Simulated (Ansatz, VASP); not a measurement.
Two plane-wave programs on Ba

File INCAR:

```
SYSTEM = Ba
AGGAC = 0.0
ALDAC = 0.0
ALGO = Normal
EDIFF = 1E-6
ENCUT = 520
GGA = PE
ISIF = 2
ISMEAR = -1
LASPH = .TRUE.
LCHARG = .FALSE.
LREAL = .FALSE.
LWAVE = .FALSE.
NBANDS = 11
NELM = 60
PREC = Accurate
SIGMA = 0.15
```

The input KPOINTS:

```
k-points
0
G
  8 8 8
  0 0 0
```

The input POSCAR:

```
Ba
1.0
   -2.5065000000      2.5065000000      2.5065000000
    2.5065000000     -2.5065000000      2.5065000000
    2.5065000000      2.5065000000     -2.5065000000
Ba
1
Direct
    0.0000000000      0.0000000000      0.0000000000
```

The input input.yaml:

```yaml
crystal:
  lattice:
    - [-2.5065, 2.5065, 2.5065]
    - [2.5065, -2.5065, 2.5065]
    - [2.5065, 2.5065, -2.5065]
  atoms:
    - { symbol: Ba, position: [0.0, 0.0, 0.0] }
hamiltonian:
  xc: { exchange: pbe, correlation: none }
  pseudopotentials: { kind: nc, accuracy: standard }
kpoints:
  mp_grid: { grid: [8, 8, 8] }
scf:
  occupations: { method: fermi_dirac, width: 0.15 }
  n_extra_bands: 6
  initial_density: { chi_scale: 0.0 }
output:
  forces: true
  stress: true
  eigenvalues: true
  dos: { projected: false, de: 0.05, nscf_kmesh: { grid: [12, 12, 12] } }
  write_density: true
  write_potential: true
  elf: true
  volumetric_format: npy
```

Alike in both runs: functional PBE exchange alone; k mesh 8 × 8 × 8; occupations fermi-dirac, width 0.15 eV; no spin polarisation.

```csv
,VASP,Ansatz
version,VASP 6.6.1,Ansatz 0.2.0
potentials or method,"VASP PAW PBE potentials, release 64 (Ba_sv)",PseudoDojo standard (PBE files)
plane-wave cutoff (eV),520,770
valence electrons in the cell,10,10
task,single point,density of states
```

Ansatz gave:

- gap on the k mesh at the Fermi level (eV): none
- pressure (GPa): 2.4

Task: Which values does VASP return?

Result: gap on the k mesh at the Fermi level (eV): none; pressure (GPa): 2.5.

A gap of «none» marks a metal or a gap that the smearing closes. With one functional, cell and mesh, what is left measures potentials, basis and numerics.

Caveats: the potentials were made for another functional, which shifts forces and pressure (Ansatz); the density of states is complete only up to the lowest level of the last band computed (Ansatz). The runs have no spin-orbit coupling, so splittings on Ba are missing.
